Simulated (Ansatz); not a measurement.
**Levels of theory for BaO (Fm-3m)**

All numbers come from the plane-wave code Ansatz. Calculated for a static, non-magnetic cell.

A 2-atom cell of BaO started from a crystallographic database, relaxed with r2SCAN. The symmetry is Fm-3m (No. 225, cubic); conventional cell a = 5.544 Å, 21.30 Å³ an atom. Around Ba lie 6 O at 2.77 Å; around O lie 6 Ba at 2.77 Å.

```cif
data_structure
_symmetry_space_group_name_H-M 'P 1'
_symmetry_Int_Tables_number 1
_cell_length_a 3.9201
_cell_length_b 3.9201
_cell_length_c 3.9201
_cell_angle_alpha 60.000
_cell_angle_beta 60.000
_cell_angle_gamma 60.000
_cell_volume 42.60
loop_
_atom_site_label
_atom_site_type_symbol
_atom_site_fract_x
_atom_site_fract_y
_atom_site_fract_z
_atom_site_occupancy
Ba1 Ba 0.00000 0.00000 0.00000 1
O1 O 0.50000 0.50000 0.50000 1
```

Relaxed lattice by functional, symmetry kept:
```
functional  k mesh  a (Å)  volume (Å³/atom)
       PBE   8×8×8  5.573             21.64
    r2SCAN   8×8×8  5.544             21.30
    PBEsol   8×8×8  5.490             20.68
       LDA   8×8×8  5.434             20.06
     HSE06   6×6×6  5.532             21.16
```

On this one geometry the levels give:
```json
{"level": "LDA", "k mesh": "8×8×8", "gap (eV)": "1.91", "kind": "direct", "edges": "X", "least direct gap (eV)": "1.91", "rough cost": "1.4 core-seconds"}
{"level": "PBE", "k mesh": "8×8×8", "gap (eV)": "2.05", "kind": "direct", "edges": "X", "least direct gap (eV)": "2.05", "rough cost": "2 core-seconds"}
{"level": "PBE+SOC", "k mesh": "8×8×8", "gap (eV)": "2.01", "kind": "direct", "edges": "X", "least direct gap (eV)": "2.01", "rough cost": "7 core-seconds"}
{"level": "r2SCAN", "k mesh": "8×8×8", "gap (eV)": "2.38", "kind": "direct", "edges": "X", "least direct gap (eV)": "2.38", "rough cost": "3 core-seconds"}
{"level": "r2SCANh", "k mesh": "6×6×6", "gap (eV)": "3.12", "kind": "direct", "edges": "X", "least direct gap (eV)": "3.12", "rough cost": "100 core-seconds"}
{"level": "HSE06", "k mesh": "6×6×6", "gap (eV)": "3.32", "kind": "direct", "edges": "X", "least direct gap (eV)": "3.32", "rough cost": "90 core-seconds"}
{"level": "HSE06+SOC", "k mesh": "4×4×4", "gap (eV)": "3.28", "kind": "direct", "edges": "X", "least direct gap (eV)": "3.28", "rough cost": "2.3 core-minutes"}
{"level": "DDH-PBE0", "k mesh": "6×6×6", "gap (eV)": "3.96", "kind": "direct", "edges": "X", "least direct gap (eV)": "3.96", "rough cost": "90 core-seconds"}
{"level": "PBE0", "k mesh": "6×6×6", "gap (eV)": "4.05", "kind": "direct", "edges": "X", "least direct gap (eV)": "4.05", "rough cost": "90 core-seconds"}
{"level": "r2SCAN0", "k mesh": "6×6×6", "gap (eV)": "4.27", "kind": "direct", "edges": "X", "least direct gap (eV)": "4.27", "rough cost": "100 core-seconds"}
{"level": "G0W0@PBE (127 empty bands, 120 eV, 4×4×4)", "k mesh": "4×4×4", "gap (eV)": "3.10", "kind": "–", "edges": "X (mesh)", "least direct gap (eV)": "–", "rough cost": "11 core-seconds"}
{"level": "G0W0@PBE (315 empty bands, 220 eV, 4×4×4)", "k mesh": "4×4×4", "gap (eV)": "3.29", "kind": "–", "edges": "X (mesh)", "least direct gap (eV)": "–", "rough cost": "60 core-seconds"}
```
PBE: smearing of 0.02 eV; the others have fixed occupations.
Wave cutoffs: 420 eV, 500 eV (r2SCAN, r2SCANh, r2SCAN0).
The G0W0 gap is PBE's gap over the path plus the quasiparticle shift read on the mesh. G0W0 here is at a finite number of bands, screening cutoff and k mesh, not at the basis limit.
Costs come from shared machines and give only the order; PBE's includes the band path. The runs had 2 threads of Arm Neoverse V2 (shared host).

HSE06 gives a direct gap of 3.32 eV at X. Spin-orbit coupling changes the PBE gap by -0.04 eV, to 2.01 eV; at Γ the threefold valence level splits into a fourfold and a twofold level 0.11 eV apart, the fourfold one on top.

Taking G0W0@PBE (315 empty bands, 220 eV, 4×4×4), 3.29 eV, as the yardstick (a computed one, not at the basis limit), HSE06 comes nearest, +0.03 eV off, at about 29 times r2SCAN's cost; G0W0 itself took about 19 times r2SCAN's cost. The others: r2SCANh -0.17, DDH-PBE0 +0.67, PBE0 +0.76, r2SCAN -0.91, r2SCAN0 +0.98, PBE -1.24, LDA -1.38 eV. The yardstick still moved by +0.19 eV in its last step of bands and cutoff, so this order can change. r2SCAN covers 26 % of the step from PBE to HSE06, while HSE06 needs about 29 times r2SCAN's cost (on a coarser mesh). All these functionals give a gap of the same kind, direct.

r2SCAN (ground state on 6×6×6): ε∞: 3.88 in all directions. Born charges, averaged over directions: Ba +2.71, O -2.71 e. PBE (ground state on 6×6×6): The electronic dielectric tensor ε∞ is 4.19 in all directions. Born charges, averaged over directions: Ba +2.75, O -2.75 e.

Only the levels marked +SOC include spin-orbit coupling.

The meshes of the hybrids are coarse, so their gaps aren't converged to the digits shown.
